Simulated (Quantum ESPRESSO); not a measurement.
Crystal: AlCu.

```xyz
2
Lattice="2.9975 0.0000 0.0000 0.0000 2.9975 0.0000 0.0000 0.0000 2.9975" Properties=species:S:1:pos:R:3 pbc="T T T"
Cu    1.4988    1.4988    1.4988
Al    0.0000    0.0000    0.0000
```

The cell comes from a database or a generator and needn't be the stable form of this composition.

* Program: Quantum ESPRESSO 7.5
* Task: phonons and electron-phonon coupling
* Functional: LDA
* Potentials or basis: GBRV 1.5 LDA
* Cutoff: 762 eV
* Density cutoff: 6095 eV
* k mesh: 6 × 6 × 6
* Occupations: methfessel-paxton, width 0.272 eV
* Spin: no spin polarisation
* Form of the LDA correlation: PZ81
* Mixing beta: 0.5
* Most SCF iterations: 120
* SCF threshold: 4e-10 Ry
* q mesh: 3 × 3 × 3

The cell and the atoms were relaxed first, to 12.55 Å³/atom (a = 2.928 Å, b = 2.928 Å, c = 2.928 Å, α = 90.00°, β = 90.00°, γ = 90.00°), and the response was taken there.

Problem. Is this structure dynamically stable at this level, and how far does the spectrum reach?

Solution. No: the interpolated spectrum has imaginary modes, down to 46i cm⁻¹ near q = (0.25, 0.25, 0.00). The highest frequency is 319 cm⁻¹.

Phonon frequencies at the corners of the path (cm⁻¹, interpolated; i marks imaginary ones):
| point | frequencies |
| --- | --- |
| Γ | 0 0 0 257 257 257 |
| X | 121 121 148 218 218 295 |
| M | 65 65 155 241 319 319 |
| R | 80 80 80 259 259 259 |

Phonon states per cell in windows of 20 cm⁻¹ (negative: imaginary):
```csv
from (cm⁻¹),total,Cu,Al
-60,0.00,0.00,0.00
-40,0.01,0.01,0.00
-20,0.06,0.04,0.01
0,0.11,0.09,0.02
20,0.17,0.13,0.03
40,0.39,0.33,0.07
60,0.36,0.31,0.05
80,0.47,0.41,0.06
100,0.58,0.53,0.05
120,0.50,0.48,0.03
140,0.34,0.34,0.01
160,0.00,0.00,0.00
180,0.00,0.00,0.00
200,0.00,0.00,0.00
220,0.48,0.03,0.45
240,0.78,0.08,0.70
260,0.57,0.07,0.50
280,0.78,0.09,0.69
300,0.39,0.05,0.34
```

Caveat: the k mesh is coarse; the mesh is thin for the phonons of a metal; some modes are imaginary; the interpolated spectrum has imaginary branches, which spoil the λ, ω_log and α²F that the log prints; λ from interpolated matrix elements is rough: modes that symmetry makes equal can differ by tens of percent.
